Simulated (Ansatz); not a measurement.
The calculation used DFT PBE, scalar-relativistic, plane waves, PAW in Ansatz 0.2.0. All cells share a 420 eV cutoff and Γ-centred k meshes spaced at most about 0.3 Å⁻¹ (about 0.25 or finer for metals, 2π included). No spin polarisation.

These are static total energies at zero pressure. Both are relaxed sheets, periodic along a and b.

Two forms of B were relaxed alike.

1.

```yaml
crystal:
  periodic: [true, true, false]
  lattice:
    - [2.91708, 0.00000, 0.00000]
    - [-1.45854, 2.52627, 0.00000]
    - [0.00000, 0.00000, 23.97511]
  atoms:
    - { symbol: B, position: [0.66667, 0.33333, 0.31282] }
    - { symbol: B, position: [0.33333, 0.66667, 0.31282] }
```

2.

```yaml
crystal:
  periodic: [true, true, false]
  lattice:
    - [1.82312, 0.00000, 0.00000]
    - [0.00000, 1.82312, 0.00000]
    - [0.00000, 0.00000, 26.41335]
  atoms:
    - { symbol: B, position: [0.00000, 0.00000, 0.33600] }
    - { symbol: B, position: [0.00000, 0.00000, 0.26976] }
```

Question: Which would you expect to be lower, and how large is the difference?

Answer: Cell 2 is lower, by 101 meV/atom. Cell 1 has layer group p6/mmm (No. 80), 3.7 Å²/atom and no gap on its mesh; cell 2 has layer group p4/mmm (No. 61), 1.7 Å²/atom and no gap. Counting all near atoms (those within 1.25 times the shortest such distance or 1.15 times the sum of covalent radii, 1.27 where that leaves under three), cell 1 has B 3 and cell 2 has B 5. In cell 1, B at height 0.00 Å has 3 B at 1.68 Å. In cell 2, B at height 1.75 Å has 5 B at 1.75–1.82 Å. Both come from invented guesses. The lowest form computed isn't among them: it has layer group p6/mmm (No. 80), 2.5 Å²/atom and lies 0.47 eV/atom below the best shown.

Cells relaxed within their symmetry can be saddle points. Some candidate types were left out of the draw beforehand, so a known form may be missing.
